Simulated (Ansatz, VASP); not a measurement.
**One calculation of V, two programs**

File INCAR:

```
SYSTEM = V
ALGO = Normal
EDIFF = 1E-6
EDIFFG = -0.005
ENCUT = 600
GGA = PE
IBRION = 2
ISIF = 3
ISMEAR = 0
LASPH = .True.
LCHARG = .False.
LREAL = .False.
LWAVE = .False.
NELM = 60
NSW = 100
PREC = Accurate
SIGMA = 0.1
```

The input KPOINTS:

```
k-points
0
Gamma
  20 20 20
  0 0 0
```

Contents of POSCAR:

```
V
1.0
   -1.5130000000      1.5130000000      1.5130000000
    1.5130000000     -1.5130000000      1.5130000000
    1.5130000000      1.5130000000     -1.5130000000
V
1
Direct
    0.0000000000      0.0000000000      0.0000000000
```

Input for Ansatz:

```yaml
crystal:
  lattice:
    - [-1.513, 1.513, 1.513]
    - [1.513, -1.513, 1.513]
    - [1.513, 1.513, -1.513]
  atoms:
    - { symbol: V, position: [0.0, 0.0, 0.0] }
basis:
  ecutwfc: 420
kpoints:
  mp_grid: { grid: [20, 20, 20] }
hamiltonian:
  xc: pbe
scf:
  occupations: { method: gaussian, width: 0.1 }
output:
  forces: true
  stress: true
  eigenvalues: true
relax:
  adjacent_minimum: "off"
  f_tol: 0.005
  max_steps: 80
  cell: { stress_tol: 0.05 }
```

Alike in both runs: task relaxation of cell and atoms; functional PBE; k mesh 20 × 20 × 20; occupations gaussian, width 0.1 eV; no spin polarisation.

```csv
,VASP,Ansatz
version,VASP 6.6.1,Ansatz 0.2.0
potentials or method,"VASP PAW PBE potentials, release 64 (V_sv)","scalar-relativistic, plane waves, PAW"
plane-wave cutoff (eV),600,420
valence electrons in the cell,13,13
```

|  | VASP | Ansatz | Ansatz less VASP |
| --- | --- | --- | --- |
| gap on the k mesh at the Fermi level, each at its own relaxed structure (eV) | none | none | - |
| relaxed volume (Å³/atom) | 13.47 | 13.46 | -0.010 |
| relaxed cell length with the largest relative difference (Å) | 2.596 | 2.596 | -0.0006 |
| energy change over the relaxation (meV/atom) | -6 | -6 | -0.4 |

A gap of «none» marks a metal or a gap that the smearing closes.
